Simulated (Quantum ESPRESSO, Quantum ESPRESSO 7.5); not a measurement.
# In2Se2, 1 layer: a series in biaxial strain

Wanted: a table for In2Se2, 1 layer against biaxial strain, and what can be fitted to it.

Program: Quantum ESPRESSO 7.5. Level of theory: plane-wave DFT, PBE, GBRV ultrasoft pseudopotentials. Results are calculated unless marked as measured.

## Step 1: The starting structure

The cell holds 4 atoms: 2 Se and 2 In. Cell: a = 4.134 Å, b = 4.134 Å, c = 20.143 Å, α = 90.0°, β = 90.0°, γ = 120.0°. It derives from In2Se2. Vacuum lies along c.

As a file:

```cif
data_structure
_symmetry_space_group_name_H-M 'P 1'
_symmetry_Int_Tables_number 1
_cell_length_a 4.1340
_cell_length_b 4.1340
_cell_length_c 20.1429
_cell_angle_alpha 90.000
_cell_angle_beta 90.000
_cell_angle_gamma 120.000
_cell_volume 298.12
loop_
_atom_site_label
_atom_site_type_symbol
_atom_site_fract_x
_atom_site_fract_y
_atom_site_fract_z
_atom_site_occupancy
Se1 Se 0.33333 0.66667 0.37234 1
In2 In 0.00000 0.00000 0.42950 1
In3 In 0.00000 0.00000 0.57050 1
Se4 Se 0.33333 0.66667 0.62766 1
```

Set-up: Cell and atoms are first relaxed; each strained cell is then held and the atoms relax in it. A periodic run with 15 Å of vacuum in the starting cell gives the vacuum levels, and bands follow along a path.

Members -2, -1, 0, 1 and 2 took the same steps and show in the table alone.

## Step 2: Relaxing cell and ions of the reference

What the set-up leaves free in this member is relaxed.

Input file ref.relax.in:

```
&control
  prefix = 'ref.relax'
  outdir = './out'
  pseudo_dir = './pseudo'
  nstep = 80
  forc_conv_thr = 0.0004
  calculation = 'vc-relax'
  etot_conv_thr = 1e-06
/
&system
  ibrav = 0
  nat = 4
  ntyp = 2
  ecutwfc = 50
  ecutrho = 250
  occupations = 'smearing'
  smearing = 'fd'
  degauss = 0.004
/
&electrons
  conv_thr = 1e-09
  mixing_beta = 0.4
  electron_maxstep = 120
  mixing_mode = 'plain'
/
&ions
/
&cell
  cell_dofree = '2Dxy'
  press_conv_thr = 0.3
/
ATOMIC_SPECIES
  Se  78.9710  se_pbe_v1.uspp.F.UPF
  In  114.8180  in_pbe_v1.4.uspp.F.UPF
CELL_PARAMETERS angstrom
  4.13400000000000 0.00000000000000 0.00000000000000
  -2.06700000000000 3.58014901924487 0.00000000000000
  0.00000000000000 0.00000000000000 20.14290946413444
ATOMIC_POSITIONS crystal
  Se  0.333333333300 0.666666666700 0.372339458376
  In  0.000000000000 0.000000000000 0.429503729214
  In  0.000000000000 0.000000000000 0.570496270786
  Se  0.333333333300 0.666666666700 0.627660541624
K_POINTS automatic
  12 12 1 0 0 0
```

On the command line:

```console
$ OMP_NUM_THREADS=1 mpirun -n 4 pw.x -nk 4 -in ref.relax.in > ref.relax.out
```

Output:

```text
Program PWSCF v.7.5 starts
[citation notice left out]

     Parallel version (MPI & OpenMP), running on       4 processor cores
     Number of MPI processes:                 4
     Threads/MPI process:                     1

     MPI processes distributed on     1 nodes
[...]
Current dimensions of program PWSCF are:
     Max number of different atomic species (ntypx) = 10
     Max number of k-points (npk) =  40000
     Max angular momentum in pseudopotentials (lmaxx) =  4
     Message from routine setup:
     using ibrav=0 with symmetry is DISCOURAGED, use correct ibrav instead

     K-points division:     npool     =       4
     Subspace diagonalization in iterative solution of the eigenvalue problem:
     a serial algorithm will be used

     G-vector sticks info
     --------------------
     sticks:   dense  smooth     PW     G-vecs:    dense   smooth      PW
     Sum        1045     847    253               134363    96285   14949

     Using Slab Decomposition

     bravais-lattice index     =            0
     lattice parameter (alat)  =       7.8121  a.u.
     unit-cell volume          =    2011.8258 (a.u.)^3
     number of atoms/cell      =            4
     number of atomic types    =            2
     number of electrons       =        38.00
     number of Kohn-Sham states=           23
     kinetic-energy cutoff     =      50.0000  Ry
     charge density cutoff     =     250.0000  Ry
     scf convergence threshold =      1.0E-09
     mixing beta               =       0.4000
     number of iterations used =            8  plain     mixing
     energy convergence thresh.=      1.0E-06
     force convergence thresh. =      4.0E-04
     press convergence thresh. =      3.0E-01
     Exchange-correlation=  SLA  PW   PBX  PBC
                           (   1   4   3   4   0   0   0)
     nstep                     =           80

     celldm(1)=   7.812128  celldm(2)=   0.000000  celldm(3)=   0.000000
     celldm(4)=   0.000000  celldm(5)=   0.000000  celldm(6)=   0.000000

     crystal axes: (cart. coord. in units of alat)
               a(1) = (   1.000000   0.000000   0.000000 )
               a(2) = (  -0.500000   0.866025   0.000000 )
               a(3) = (   0.000000   0.000000   4.872499 )

     reciprocal axes: (cart. coord. in units 2 pi/alat)
               b(1) = (  1.000000  0.577350 -0.000000 )
               b(2) = (  0.000000  1.154701  0.000000 )
               b(3) = (  0.000000 -0.000000  0.205234 )

     PseudoPot. # 1 for Se read from file:
     ./pseudo/se_pbe_v1.uspp.F.UPF
     Pseudo is Ultrasoft + core correction, Zval =  6.0
     Generated by new atomic code, or converted to UPF format
     Using radial grid of  877 points,  6 beta functions with:
                l(1) =   0
                l(2) =   0
                l(3) =   1
                l(4) =   1
                l(5) =   2
                l(6) =   2
     Q(r) pseudized with  8 coefficients,  rinner =    1.300   1.300   1.300
                                                       1.300   1.300

     PseudoPot. # 2 for In read from file:
     ./pseudo/in_pbe_v1.4.uspp.F.UPF
     Pseudo is Ultrasoft + core correction, Zval = 13.0
     Generated by new atomic code, or converted to UPF format
     Using radial grid of  889 points,  6 beta functions with:
                l(1) =   0
                l(2) =   0
                l(3) =   1
                l(4) =   1
                l(5) =   2
                l(6) =   2
     Q(r) pseudized with  6 coefficients,  rinner =    1.400   1.400   1.400
                                                       1.400   1.400

     atomic species   valence    mass     pseudopotential
     Se                6.00    78.97100     Se( 1.00)
     In               13.00   114.81800     In( 1.00)

     12 Sym. Ops. (no inversion) found

   Cartesian axes

     site n.     atom                  positions (alat units)
         1        Se     tau(   1) = (  -0.0000000   0.5773503   1.8142235  )
         2        In     tau(   2) = (   0.0000000   0.0000000   2.0927563  )
         3        In     tau(   3) = (   0.0000000   0.0000000   2.7797423  )
         4        Se     tau(   4) = (  -0.0000000   0.5773503   3.0582751  )

     number of k points=    19  Fermi-Dirac smearing, width (Ry)=  0.0040
                       cart. coord. in units 2pi/alat
        k(    1) = (   0.0000000   0.0000000   0.0000000), wk =   0.0138889
        k(    2) = (   0.0000000   0.0962250   0.0000000), wk =   0.0833333
        k(    3) = (   0.0000000   0.1924501   0.0000000), wk =   0.0833333
        k(    4) = (   0.0000000   0.2886751   0.0000000), wk =   0.0833333
        k(    5) = (   0.0000000   0.3849002   0.0000000), wk =   0.0833333
        k(    6) = (   0.0000000   0.4811252   0.0000000), wk =   0.0833333
        k(    7) = (   0.0000000  -0.5773503   0.0000000), wk =   0.0416667
        k(    8) = (   0.0833333   0.1443376   0.0000000), wk =   0.0833333
        k(    9) = (   0.0833333   0.2405626   0.0000000), wk =   0.1666667
        k(   10) = (   0.0833333   0.3367877   0.0000000), wk =   0.1666667
[...]
k(   19) = (   0.3333333   0.5773503   0.0000000), wk =   0.0277778

     Dense  grid:   134363 G-vectors     FFT dimensions: (  40,  40, 192)

     Smooth grid:    96285 G-vectors     FFT dimensions: (  36,  36, 180)

     Estimated max dynamical RAM per process >     228.13 MB

     Estimated total dynamical RAM >     814.10 MB

     Initial potential from superposition of free atoms

     starting charge      34.9999, renormalised to      38.0000

     negative rho (up, down):  4.821E-04 0.000E+00
     Starting wfcs are   26 randomized atomic wfcs

     total cpu time spent up to now is        2.2 secs

     per-process dynamical memory:   115.3 Mb

     Self-consistent Calculation

     iteration #  1     ecut=    50.00 Ry     beta= 0.40
     Davidson diagonalization with overlap
     ethr =  1.00E-02,  avg # of iterations =  3.1

     negative rho (up, down):  4.166E-04 0.000E+00

     total cpu time spent up to now is        5.8 secs

     total energy              =    -353.51165933 Ry
     estimated scf accuracy    <       3.87202387 Ry

     iteration #  2     ecut=    50.00 Ry     beta= 0.40
[...]
negative rho (up, down):  4.657E-04 0.000E+00

[...]
total energy              =    -354.30613202 Ry
     estimated scf accuracy    <       0.04486605 Ry

     iteration #  3     ecut=    50.00 Ry     beta= 0.40
[...]
negative rho (up, down):  5.145E-04 0.000E+00

[...]
-0.00000000   0.00000835  -0.00000000           -0.00        1.23       -0.00
   0.00000000   0.00000000   0.00004122            0.00        0.00        6.06

     Energy error            =      1.6E-03 Ry
     Gradient error          =      1.6E-02 Ry/Bohr
     Cell gradient error     =      1.2E+00 kbar

     number of scf cycles    =   2
     number of bfgs steps    =   1

     enthalpy           old  =    -354.3130449846 Ry
     enthalpy           new  =    -354.3146737356 Ry

     CASE: enthalpy          _new < enthalpy          _old

     new trust radius        =       0.0246807921 bohr
     new conv_thr            =       0.0000000004 Ry

     new unit-cell volume =   2015.55645 a.u.^3 (   298.67465 Ang^3 )
     density =      2.15481 g/cm^3

CELL_PARAMETERS (angstrom)
   4.137831167  -0.000000000   0.000000000
  -2.068915584   3.583466908   0.000000000
   0.000000000   0.000000000  20.142909464

ATOMIC_POSITIONS (crystal)
Se               0.3333333333        0.6666666667        0.3711326419
In               0.0000000000        0.0000000000        0.4306308139
In              -0.0000000000        0.0000000000        0.5693691861
Se               0.3333333333        0.6666666667        0.6288673581

[...]
NEW-OLD atomic charge density approx. for the potential
     New effective cutoffs (rho, wfc):  249.74   49.99

     negative rho (up, down):  5.865E-04 0.000E+00

     total cpu time spent up to now is       73.7 secs

     per-process dynamical memory:   118.2 Mb

     Self-consistent Calculation

     iteration #  1     ecut=    50.00 Ry     beta= 0.40
     Davidson diagonalization with overlap
     ethr =  1.00E-06,  avg # of iterations =  7.1

     negative rho (up, down):  5.896E-04 0.000E+00

     total cpu time spent up to now is       79.8 secs

     total energy              =    -354.31548150 Ry
     estimated scf accuracy    <       0.00049038 Ry

[...]
iteration #  8     ecut=    50.00 Ry     beta= 0.40
[...]
negative rho (up, down):  5.962E-04 0.000E+00

[...]
End of self-consistent calculation

[...]
the Fermi energy is    -0.6362 ev

!    total energy              =    -354.31568301 Ry
     estimated scf accuracy    <          1.0E-10 Ry
     smearing contrib. (-TS)   =      -0.00000032 Ry
     internal energy E=F+TS    =    -354.31568268 Ry

     The total energy is F=E-TS. E is the sum of the following terms:
     one-electron contribution =   -1085.25098144 Ry
     hartree contribution      =     557.47623799 Ry
     xc contribution           =    -134.94259861 Ry
     ewald contribution        =     308.40165938 Ry

     convergence has been achieved in   8 iterations

     negative rho (up, down):  5.962E-04 0.000E+00

     Forces acting on atoms (cartesian axes, Ry/au):

     atom    1 type  1   force =     0.00000000    0.00000000   -0.01063898
     atom    2 type  2   force =     0.00000000    0.00000000    0.00390973
     atom    3 type  2   force =     0.00000000    0.00000000   -0.00390973
     atom    4 type  1   force =     0.00000000    0.00000000    0.01063898

     Total force =     0.016030     Total SCF correction =     0.000057

     Computing stress (Cartesian axis) and pressure

     negative rho (up, down):  5.962E-04 0.000E+00
          total   stress  (Ry/bohr**3)                   (kbar)     P=        1.38
  -0.00000594  -0.00000000  -0.00000000           -0.87       -0.00       -0.00
   0.00000000  -0.00000594  -0.00000000            0.00       -0.87       -0.00
  -0.00000000  -0.00000000   0.00003996           -0.00       -0.00        5.88

     Energy error            =      1.0E-03 Ry
     Gradient error          =      1.1E-02 Ry/Bohr
     Cell gradient error     =      8.7E-01 kbar

     number of scf cycles    =   3
     number of bfgs steps    =   2

     enthalpy           old  =    -354.3146737356 Ry
     enthalpy           new  =    -354.3156830057 Ry

     CASE: enthalpy          _new < enthalpy          _old

     new trust radius        =       0.0330474468 bohr
     new conv_thr            =       0.0000000003 Ry

     new unit-cell volume =   2015.10209 a.u.^3 (   298.60732 Ang^3 )
     density =      2.15530 g/cm^3

CELL_PARAMETERS (angstrom)
   4.137364747  -0.000000000   0.000000000
  -2.068682374   3.583062976   0.000000000
   0.000000000   0.000000000  20.142909464

ATOMIC_POSITIONS (crystal)
Se               0.3333333333        0.6666666667        0.3702644477
In               0.0000000000        0.0000000000        0.4311027112
In              -0.0000000000        0.0000000000        0.5688972888
Se               0.3333333333        0.6666666667        0.6297355523

[...]
NEW-OLD atomic charge density approx. for the potential
     New effective cutoffs (rho, wfc):  249.75   49.99

     negative rho (up, down):  5.964E-04 0.000E+00

     total cpu time spent up to now is      106.1 secs

     per-process dynamical memory:   118.2 Mb

[...]
!    total energy              =    -354.31617213 Ry
[...]
Total force =     0.010292     Total SCF correction =     0.000034
[...]
number of bfgs steps    =   3
[...]
new trust radius        =       0.0143406815 bohr
[...]
!    total energy              =    -354.31634069 Ry
[...]
Total force =     0.010519     Total SCF correction =     0.000039
[...]
number of bfgs steps    =   4
[...]
WARNING: bfgs curvature condition failed, Theta= 0.978
     new trust radius        =       0.0157747496 bohr
[...]
!    total energy              =    -354.31655346 Ry
[...]
Total force =     0.010066     Total SCF correction =     0.000012
[...]
number of bfgs steps    =   5
[...]
new trust radius        =       0.0236621244 bohr
[...]
!    total energy              =    -354.31686985 Ry
[...]
Total force =     0.008583     Total SCF correction =     0.000039
[...]
number of bfgs steps    =   6
[...]
new trust radius        =       0.0354931867 bohr
[...]
!    total energy              =    -354.31725624 Ry
[...]
Total force =     0.005611     Total SCF correction =     0.000038
[...]
number of bfgs steps    =   7
[...]
new trust radius        =       0.0532397800 bohr
[...]
!    total energy              =    -354.31753873 Ry
[...]
Total force =     0.002099     Total SCF correction =     0.000030
[...]
number of bfgs steps    =   8
[...]
new trust radius        =       0.0071551579 bohr
[...]
!    total energy              =    -354.31756058 Ry
[...]
Total force =     0.001961     Total SCF correction =     0.000007
[...]
number of bfgs steps    =   9
[...]
new trust radius        =       0.0078706736 bohr
[...]
Self-consistent Calculation

     iteration #  1     ecut=    50.00 Ry     beta= 0.40
     Davidson diagonalization with overlap
     ethr =  1.00E-06,  avg # of iterations =  3.0

     Threshold (ethr) on eigenvalues was too large:
     Diagonalizing with lowered threshold

     Davidson diagonalization with overlap
     ethr =  1.05E-08,  avg # of iterations =  3.7

     negative rho (up, down):  4.609E-04 0.000E+00

     total cpu time spent up to now is      342.1 secs

     total energy              =    -354.31758306 Ry
     estimated scf accuracy    <       0.00000427 Ry

[...]
iteration #  6     ecut=    50.00 Ry
[key lines of the parts left out:]
total energy              =    -354.31758469 Ry
the Fermi energy is    -0.5463 ev
```

Wall time 9.4 min (4 MPI ranks of Arm Neoverse V1, shared host); peak memory 0.96 GiB; 38 min of CPU time.

Step by step:

| step | energy less that of the first step (eV) | largest force (eV/Å) | volume (Å³) |
| --- | --- | --- | --- |
| 1 | 0.0000 | 0.5769 | 298.12 |
| 2 | -0.0222 | 0.4108 | 298.47 |
| 3 | -0.0359 | 0.2735 | 298.67 |
| 4 | -0.0425 | 0.1409 | 298.61 |
| 5 | -0.0448 | 0.1698 | 298.29 |
| 6 | -0.0477 | 0.1725 | 297.81 |
| 7 | -0.0520 | 0.1528 | 296.95 |
| 8 | -0.0573 | 0.1020 | 295.48 |
| 9 | -0.0611 | 0.0378 | 292.96 |
| 10 | -0.0614 | 0.0297 | 292.49 |
| 11 | -0.0618 | 0.0417 | 291.97 |
| 12 | -0.0622 | 0.0554 | 291.20 |
| 13 | -0.0624 | 0.0428 | 290.67 |
| 14 | -0.0625 | 0.0138 | 290.41 |
| 15 | -0.0625 | 0.0021 | 290.45 |
| 16 | -0.0625 | 0.0001 | 290.48 |
| 17 | -0.0620 | 0.0001 | 290.48 |

| cell as run | before | after | change |
| --- | --- | --- | --- |
| a (Å) | 4.134 | 4.081 | -1.3 % |
| b (Å) | 4.134 | 4.081 | -1.3 % |

The atoms that moved most (Å, along periodic axes as changes of fractional coordinates times the final cell, across vacuum about the mean position):

```csv
atom,dx,dy,dz,length
Se1,0.000,0.000,-0.117,0.117
Se4,0.000,0.000,0.117,0.117
In2,0.000,0.000,0.008,0.008
In3,0.000,0.000,-0.008,0.008
```

The relaxed structure:

```cif
data_structure
_symmetry_space_group_name_H-M 'P 1'
_symmetry_Int_Tables_number 1
_cell_length_a 4.0806
_cell_length_b 4.0806
_cell_length_c 20.1429
_cell_angle_alpha 90.000
_cell_angle_beta 90.000
_cell_angle_gamma 120.000
_cell_volume 290.48
loop_
_atom_site_label
_atom_site_type_symbol
_atom_site_fract_x
_atom_site_fract_y
_atom_site_fract_z
_atom_site_occupancy
Se1 Se 0.33333 0.66667 0.36655 1
In2 In 0.00000 0.00000 0.42992 1
In3 In 0.00000 0.00000 0.57008 1
Se4 Se 0.33333 0.66667 0.63345 1
```

 The last row is no step: it is a fresh SCF in the final cell with a new plane-wave basis, +1 meV from the row before.

Read from the output:

```
free energy  : -4820.7365 eV
Fermi energy : -0.5017 eV
```

[end of part 1 of 7]

[Logs are printed without paths, hosts, clocks, repeated set-up lines and the standing remarks that a program may print on its own settings, such as how far it seeks lower states.]

[Hosts, paths, dates, database ids (printed as entryN), source tags and the programs' standing remarks are cut or masked in the printed files.]

[Maps of the electrostatic potential energy from Ansatz leave out the sawtooth potential of an applied field or a dipole correction, so their vacuum need not be flat; planar profiles and work functions include it.]
